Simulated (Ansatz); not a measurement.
# GaP: the cost of one run

Computed with Ansatz 0.2.0 (DFT PBE, scalar-relativistic, plane waves, PAW, unless a step's input says otherwise).

12 further runs of the same task are left out: 12 set aside as unsound or not needed.

## 1. The system as given

The structure is trigonal, space group R-3m (No. 166). Conventional cell: a = 3.885 Å, b = 3.885 Å, c = 19.306 Å, α = 90.00°, β = 90.00°, γ = 120.00°. Ga (site symmetry 3m) is surrounded by 3 P at 2.40 Å and 1 Ga at 2.49 Å. Around P (site symmetry 3m) lie 1 P at 2.22 Å and 3 Ga at 2.40 Å.

Structure file:

```cif
data_structure
_symmetry_space_group_name_H-M 'P 1'
_symmetry_Int_Tables_number 1
_cell_length_a 6.8150
_cell_length_b 6.8150
_cell_length_c 6.8150
_cell_angle_alpha 33.120
_cell_angle_beta 33.120
_cell_angle_gamma 33.120
_cell_volume 84.11
loop_
_atom_site_label
_atom_site_type_symbol
_atom_site_fract_x
_atom_site_fract_y
_atom_site_fract_z
_atom_site_occupancy
Ga1 Ga 0.43558 0.43558 0.43558 1
Ga2 Ga 0.56442 0.56442 0.56442 1
P1 P 0.05751 0.05751 0.05751 1
P2 P 0.94249 0.94249 0.94249 1
```

It goes back to an entry of the Materials Project, which need not be the stable form.

It is the result of an earlier relaxation at this level (volume 21.03 Å³/atom; gap on the mesh: 0.93 eV).

## 2. Plan of the line

The energy is mapped over volume and the cell's shape.

First coordinate, volume per atom: 7 values from 17.66 to 24.39 Å³. Second coordinate, c/a of the conventional cell: 7 values from 4.405 to 5.606.

Nothing else is relaxed (fractional coordinates fixed). Energies count from the relaxed crystal. Points are written as (first, second).

## 3. Grid point (17.66 Å³, 4.586)

The input, input.yaml:

```yaml
crystal:
  lattice:
    - [1.882520954, 1.0868739795, 5.7551175591]
    - [-1.882520954, 1.0868739795, 5.7551175591]
    - [0.0, -2.1737479591, 5.7551175591]
  atoms:
    - { symbol: Ga, position: [0.4355841032, 0.4355841032, 0.4355841032] }
    - { symbol: Ga, position: [0.5644158968, 0.5644158968, 0.5644158968] }
    - { symbol: P, position: [0.0575077006, 0.0575077006, 0.0575077006] }
    - { symbol: P, position: [0.9424922994, 0.9424922994, 0.9424922994] }
basis:
  ecutwfc: 420
kpoints:
  mp_grid: { grid: [9, 9, 9] }
hamiltonian:
  xc: pbe
  pseudopotentials: { kind: paw, azcp: { folder: soft_1 } }
scf:
  occupations: { method: gaussian, width: 0.05 }
output:
  forces: true
  stress: true
  eigenvalues: true
```

Started as:

```bash
$ ansatz run input.yaml --threads 1 --pin off --max-ram 2048MiB --backend cpu --events-out ev --progress --plain --runs-dir out
```

Q: Estimate wall time and peak memory on 1 thread of Intel Xeon Platinum 8259CL at 2.50GHz (Skylake/Cascade Lake), shared host.

About 8.3 s, with a peak of 0.46 GiB.
